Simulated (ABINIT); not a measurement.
CuO (Tenorite), 4 atoms in the cell. Symmetry: Cc, No. 9, monoclinic system. Conventional cell: a = 4.689 Å, b = 3.427 Å, c = 5.132 Å, α = 90.00°, β = 99.65°, γ = 90.00°. Around Cu (site symmetry 1) lie 4 O at 1.91 to 2.02 Å. O (site symmetry 1) is surrounded by 4 Cu at 1.91 to 2.02 Å. 

```yaml
Program: ABINIT 10.8.3 (patched build)
Task: single point
Functional: PBEsol
Potentials_or_basis: PseudoDojo NC SR PBEsol v0.4.1 standard
Cutoff: 1143 eV
k_mesh: 8 × 8 × 4
Occupations: fermi-dirac, width 0.05 eV
Spin: no spin polarisation
```

Potentials or basis: PseudoDojo NC SR PBEsol v0.4.1 standard.

The run is started by

```console
$ abinit run.abi > log 2>&1
```

Hardware: 1 thread of Intel(R) Xeon(R) Platinum 8259CL CPU @ 2.50GHz (Skylake/Cascade Lake), on a shared host.

Question: Estimate the wall time of this run.

Answer: Wall time 7.6 min on 1 thread of Intel(R) Xeon(R) Platinum 8259CL CPU @ 2.50GHz (Skylake/Cascade Lake), on a shared host, peak memory 0.2 GiB. Counts: scf iterations 13, mpi ranks 1, k points 78, bands 30, plane waves 3591.
